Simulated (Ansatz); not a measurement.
# HfN: comparing deformations

All numbers below come from DFT PBE, scalar-relativistic, plane waves, PAW in Ansatz. Settings: plane waves to 420 eV, k-mesh 22×22×22 (Γ-centred), Gaussian smearing 0.15 eV. Spin–orbit coupling is left out, which can shift energies with elements as heavy as these. No spin polarisation. Energies are free energies at this smearing, counted from the undisturbed cell; pressure is positive in compression.

The starting cell (relaxed at this level):

```
Hf N
1.0
     0.00000    2.27390    2.27390
     2.27390    0.00000    2.27390
     2.27390    2.27390    0.00000
Hf N
1 1
Direct
  0.00000 0.00000 0.00000
  0.50000 0.50000 0.50000
```

The cell is strained by ε times a Voigt pattern (xx, yy, zz, yz, xz, xy; engineering shear) with fractional coordinates fixed. τ = (1/V0) dE/dε comes from the stress tensor. Of each scan, only the three points used here are listed.

| pattern | ε | τ (GPa) |
| --- | --- | --- |
| (0, 0, 0, 1, 0, 0) | -0.0075 | -0.88 |
| (0, 0, 0, 1, 0, 0) | 0.0000 | 0.00 |
| (0, 0, 0, 1, 0, 0) | 0.0075 | 0.88 |
| (1, 1, 0, 0, 0, 0) | -0.0250 | -39.16 |
| (1, 1, 0, 0, 0, 0) | 0.0000 | -0.02 |
| (1, 1, 0, 0, 0, 0) | 0.0250 | 29.64 |
| (0, 0, 1, 0, 0, 0) | -0.0250 | -16.68 |
| (0, 0, 1, 0, 0, 0) | 0.0000 | -0.01 |
| (0, 0, 1, 0, 0, 0) | 0.0250 | 12.28 |

Q: Which constants do the scans give, and which deformation costs least for the same size of strain tensor?

A: The slope dτ/dε at zero (parabola through three points) is pᵀCp: (0, 0, 0, 1, 0, 0) gives C44 = 118 GPa; (1, 1, 0, 0, 0, 0) gives 2(C11 + C12) = 1376 GPa; (0, 0, 1, 0, 0, 0) gives C11 = 579 GPa. The size of the strain tensor, ε:ε, is ε² times 0.5, 2.0, 1.0. Per unit of it the stiffnesses are 236, 688, 579 GPa, so (0, 0, 0, 1, 0, 0) is the softest of these: at ε:ε = (1 %)² the quadratic term costs 0.87 meV/atom against 2.52 for the stiffest.

Q: What else follows for this cubic crystal?

A: From the unrounded slopes C11 = 579.2 and C12 = 108.9 GPa, so B = (C11 + 2 C12)/3 = 266 GPa and the Poisson ratio for a pull along a cube edge is C12/(C11 + C12) = 0.16.

Q: How anisotropic is this cubic crystal?

A: Zener's ratio 2 C44/(C11 − C12) = 0.50; it is 1 for an isotropic solid.

In a metal these slopes depend on the k mesh and the smearing.